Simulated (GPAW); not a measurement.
The system is Ir.

```xyz
1
Lattice="0.0000 1.9156 1.9156 1.9156 0.0000 1.9156 1.9156 1.9156 0.0000" Properties=species:S:1:pos:R:3 pbc="T T T"
Ir    0.0000    0.0000    0.0000
```

Base run:

- Program: GPAW 26.7.0
- Functional: PBE
- Potentials or basis: GPAW PAW data sets (gpaw-data 1.2.1)
- Cutoff: 450 eV
- Basis: pw
- k mesh: 10 × 10 × 10
- Occupations: fermi-dirac, width 0.05 eV
- Spin: no spin polarisation

Its results: band gap on the k mesh none (metal or under the smearing width); pressure 9.4 GPa.

Task: The run is repeated on the same cell with these changes: cutoff from 450 eV to 500 eV. What comes out?

Result: Band gap on the k mesh none (metal or under the smearing width); pressure 9.9 GPa.

Caveats: the cutoff is short for stress and forces, so pressures can be off by a GPa or more.
